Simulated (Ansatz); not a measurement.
## How much do the gradients of CdI2 depend on the method?

Cell: a computed structure from the Materials Project (it need not be an observed phase), taken as it stands.

```
Cd I
1.0
     4.28623    0.00000    0.00000
    -2.14311    3.71198    0.00000
     0.00000    0.00000   29.10699
Cd I
4 8
Direct
  0.00000 0.00000 0.00000
  0.66667 0.33333 0.74995
  0.33333 0.66667 0.25005
  0.00000 0.00000 0.50000
  0.00000 0.00000 0.30917
  0.66667 0.33333 0.44110
  0.00000 0.00000 0.69083
  0.33333 0.66667 0.55890
  0.33333 0.66667 0.80913
  0.66667 0.33333 0.94110
  0.66667 0.33333 0.19087
  0.33333 0.66667 0.05890
```

Sites (sets of like atoms) are named by element and the number of their first atom in this list.

First run. The numbers come from a DFT calculation in Ansatz (PBE, plane waves and PAW, scalar-relativistic, 420 eV cutoff, Γ-centred 8×8×1 k-points, Fermi–Dirac smearing 0.02 eV).

```csv
site,atom,V_zz (10²¹ V/m²),η
Cd1,1,0.17,0.00
Cd4,4,0.17,0.00
Cd2,2,0.11,0.00
I5,5,-5.96,0.00
I9,9,-5.95,0.00
I6,6,-6.49,0.00
I10,10,-6.29,0.00
```

Second run. The same atoms and settings, except that the functional is r2SCAN and the cutoff is 500 eV.

(1) Given the first result, estimate the second.

Answers

(1) 

| site | atom | V_zz | η | change of V_zz |
| --- | --- | --- | --- | --- |
| Cd1 | 1 | 0.17 | 0.00 | 0.00 |
| Cd4 | 4 | 0.18 | 0.00 | +0.01 |
| Cd2 | 2 | 0.11 | 0.00 | 0.00 |
| I5 | 5 | -5.56 | 0.00 | +0.40 |
| I9 | 9 | -5.57 | 0.00 | +0.38 |
| I6 | 6 | -6.08 | 0.00 | +0.41 |
| I10 | 10 | -5.89 | 0.00 | +0.40 |

The largest change of V_zz is on I6, from -6.49 to -6.08. In per cent, |V_zz| changes by -7 to -6 on I (all sites that start above 0.5).

Without spin–orbit coupling the gradients at and beside I can be off by some per cent, at some sites by more.
For the second run: With these PAW files V_zz is typically within 2 to 3 % of all-electron values, but misses above 10 % occur on I.
